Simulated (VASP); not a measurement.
Hf:

```xyz
2
Lattice="0.0000 2.9761 4.6845 1.7182 0.0000 4.6845 1.7182 2.9761 0.0000" Properties=species:S:1:pos:R:3 pbc="T T T"
Hf    1.7182    0.9920    4.6845
Hf    1.7182    4.9601    4.6845
```

The cell was built by a generator and needn't be a form met in nature.

```yaml
Program: VASP 6.6.1
Task: relaxation of cell and atoms
Functional: PBE
Potentials_or_basis: VASP PAW PBE potentials, release 64 (Hf_pv)
Cutoff: 600 eV
k_mesh: 6 × 6 × 6
Occupations: gaussian, width 0.1 eV
Spin: no spin polarisation
```

At the start: pressure 94.5 GPa; volume 23.95 Å³/atom.

Where does the relaxation end?

Over 38 steps the energy falls by 8419.2 meV/atom and the volume is 24.68 Å³/atom (+3.0 %); space group I4/mmm (No. 139, to 0.05 Å).

The path:
```
step  energy change (eV)  largest force (eV/Å)  pressure (GPa)  volume (Å³)
   1              0.0000                0.0858           94.45        47.91
   2             -5.5000                0.2753           -9.25       190.01
   3            -10.8586                0.1262           -4.12       100.07
   4            -10.8706                0.1109           -3.71        98.62
   5            -10.8768                0.0890           -3.04        96.41
   6            -11.6511                0.0144           -4.99        86.31
   7            -13.8123                0.7356           -7.52        68.73
   8             -9.9989               13.9464          108.25        32.19
   9            -14.9955                1.6923           -4.32        59.98
  10            -15.3581                5.2325           19.72        46.20
  11            -15.5802                3.3401            6.96        51.42
  12            -15.8260                3.5495            8.36        50.27
  13            -16.2285                3.6661           13.72        46.30
  14            -16.1788                3.6161           17.26        44.41
  15            -16.5503                1.8783            7.92        46.41
  16            -16.6329                0.9250            2.35        47.83
  17            -16.6338                0.8426            1.92        47.97
  18            -16.6859                0.7734            1.23        48.19
  19            -16.7670                0.5119           -0.39        48.76
  20            -16.7696                0.4442           -0.68        48.87
  21            -16.7887                0.2212           -0.67        48.67
  22            -16.8032                0.1372           -0.57        48.31
  23            -16.8035                0.1910           -0.54        48.25
  24            -16.8060                0.1226            0.28        47.94
  25            -16.8064                0.0796            0.79        47.75
  26            -16.8086                0.0685            0.76        47.86
  27            -16.8152                0.0386            0.70        48.18
  28            -16.8258                0.1109            0.62        48.79
  29            -16.8106                0.6592            0.94        49.92
  30            -16.8275                0.1831            0.65        49.03
  31            -16.8315                0.1314           -0.01        49.41
  32            -16.8335                0.0880           -0.64        49.82
  33            -16.8336                0.0777           -0.82        49.93
  34            -16.8359                0.0968           -0.49        49.77
  35            -16.8368                0.1179           -0.23        49.64
  36            -16.8369                0.1288           -0.11        49.58
  37            -16.8380                0.0697           -0.10        49.47
  38            -16.8384                0.0091           -0.09        49.36
```

Final structure:
```
CELL_PARAMETERS angstrom
0.00000 5.28121 2.16777
2.15561 0.00000 2.16777
2.15561 5.28121 0.00000
ATOMIC_POSITIONS crystal
Hf 0.15258 0.84742 0.15258
Hf 0.84742 0.15258 0.84742
```

Caveat: the k mesh is coarse (spacing up to 0.37 Å⁻¹), so the values aren't converged.
